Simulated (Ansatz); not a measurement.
**TiAl: comparing deformations**

Computed with DFT PBE, scalar-relativistic, plane waves, PAW in Ansatz. The runs took a 420 eV cutoff, a Γ-centred 22×22×16 mesh and Gaussian smearing (0.15 eV). No spin polarisation. Energies are free energies at this smearing, counted from the undisturbed cell; pressure is positive in compression.

The undisturbed cell (relaxed at this level; it needn't be the usual structure):

```yaml
crystal:
  lattice:
    - [2.82209, 0.00000, 0.00000]
    - [0.00000, 2.82209, 0.00000]
    - [0.00000, 0.00000, 4.07677]
  atoms:
    - { symbol: Ti, position: [0.00000, 0.00000, 0.00000] }
    - { symbol: Al, position: [0.50000, 0.50000, 0.50000] }
```

The cell is strained by ε times a Voigt pattern (xx, yy, zz, yz, xz, xy; engineering shear) with fractional coordinates fixed. τ = (1/V0) dE/dε comes from the stress tensor. Of each scan, only the three points used here are listed.

| pattern | ε | τ (GPa) |
| --- | --- | --- |
| (1, 0, 0, 0, 0, 0) | -0.0100 | -2.08 |
| (1, 0, 0, 0, 0, 0) | 0.0000 | -0.07 |
| (1, 0, 0, 0, 0, 0) | 0.0100 | 1.80 |
| (1, -1, 0, 0, 0, 0) | -0.0100 | -2.63 |
| (1, -1, 0, 0, 0, 0) | 0.0000 | 0.00 |
| (1, -1, 0, 0, 0, 0) | 0.0050 | 1.31 |

**Question.** Which constants do the scans give, and which deformation costs least for the same size of strain tensor?

**Answer.** The slope dτ/dε at zero (parabola through three points) is pᵀCp: (1, 0, 0, 0, 0, 0) gives C11 = 194 GPa; (1, -1, 0, 0, 0, 0) gives C11 + C22 − 2 C12 = 262 GPa. The size of the strain tensor, ε:ε, is ε² times 1.0, 2.0. Per unit of it the stiffnesses are 194, 131 GPa, so (1, -1, 0, 0, 0, 0) is the softest of these: at ε:ε = (1 %)² the quadratic term costs 0.66 meV/atom against 0.98 for the stiffest. These are clamped-ion values.

In a metal these slopes depend on the k mesh and the smearing.